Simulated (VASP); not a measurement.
Here is a VASP 6.6.1 calculation.

INCAR

```
SYSTEM = H14CO8
ALGO     = Normal         ! electronic algorithm
EDIFF    = 1E-6           ! SCF threshold, eV
ENCUT    = 520            ! plane-wave cutoff, eV
GGA      = PE             ! functional
ISIF     = 2              ! what is computed and relaxed
ISMEAR   = -1             ! smearing method
IVDW     = 12             ! dispersion correction
LASPH    = .TRUE.         ! aspherical terms in the spheres
LCHARG   = .TRUE.         ! write CHGCAR
LELF     = .TRUE.         ! ELF
LREAL    = Auto         
LVHAR    = .TRUE.       
LWAVE    = .FALSE.        ! write WAVECAR
NBANDS   = 50             ! bands
NELM     = 100            ! most SCF steps
PREC     = Accurate       ! precision mode
SIGMA    = 0.02           ! smearing width, eV
```

KPOINTS

```
k-points
0
G
  1 1 1
  0 0 0
```

Contents of POSCAR:

```
H14CO8
1.0
    6.2402510000      0.0000000000      0.0000000000
    0.0000000000      6.2402510000      0.0000000000
    0.0000000000      0.0000000000      6.2402510000
O H C
8 14 1
Direct
    0.5328952313      0.7074875674      0.8300787901
   -0.0915828546      0.8857175777      0.9262447937
    0.7593444559      0.2304394487      0.3882215635
    0.2204558759      0.4866631166      0.5652977741
    0.7926283734      0.5836303700      0.1573494400
    0.9093223974      0.3099715060      0.8390848381
    0.5090820866      0.1220303478      0.0862144808
    0.2129081026      0.1722366616      0.2938984345
    0.5719000726      0.6336123339      0.9681020844
    0.4273065298      0.6052961652      0.7619084553
   -0.1277833215      1.0433394426      0.9054924233
   -0.1734545614      0.8245661913      0.8119545191
    0.7736708027      0.3807218652      0.3332237758
    0.8956370505      0.1623652638      0.3377748748
    0.1401546188      0.5763069466      0.4627377969
    0.2615119167      0.3561395207      0.4713752700
    0.8235405916      0.7257720883      0.0939064791
    0.8631704077      0.4740193944      0.0686831347
    1.0266734463      0.3732702419      0.7474539085
    0.7889586493      0.3625174692      0.7590239559
    0.6152156380      0.1794799600      0.2304554737
    0.2121709527      0.0825127066     -0.0228676699
    0.3023436077      0.1322382705      0.1200592733
```

Potentials or basis: VASP PAW PBE potentials, release 64 (O, H, C).

Launch:

```console
$ cat potpaw_PBE.64/O/POTCAR potpaw_PBE.64/H/POTCAR potpaw_PBE.64/C/POTCAR > POTCAR
$ mpirun -np 1 vasp_gam > vasp.out
```

Question: Predict the pressure.

Answer: -0.2 GPa.

Question: Estimate the dispersion energy per atom.

Answer: -0.037 eV.

Question: What does it give for the band gap on the k mesh?

Answer: 4.81 eV, direct.

Question: Predict the largest force.

Answer: 2.150 eV/Å.

Forces on the atoms (eV/Å):
```
O   -0.818 -1.804  0.032
O    0.490  2.068  0.326
O    0.211 -0.189 -0.852
O   -0.046 -0.687 -0.736
O   -0.501 -1.213  1.402
O    1.018  0.529 -0.199
O    0.205  1.076  1.110
O   -0.455  0.085 -0.068
H   -0.196  0.549 -0.703
H    0.641  1.011  0.129
H    0.548 -1.000  0.237
H   -0.850 -0.662 -0.805
H    0.050  0.342  0.297
H   -0.210  0.263  0.447
H    0.317 -0.114  0.443
H   -0.435  0.845  0.652
H    0.649  0.603 -0.232
H    0.168  0.292 -0.664
H    0.148 -0.388  0.318
H   -1.079  0.005 -0.288
H   -0.805 -0.885 -0.572
H   -0.211  0.027 -0.071
C    1.161 -0.750 -0.204
```

Caveat: the standard files for N, O and F lose accuracy on very short bonds. As with any semilocal functional, this PBE gap is likely too small.
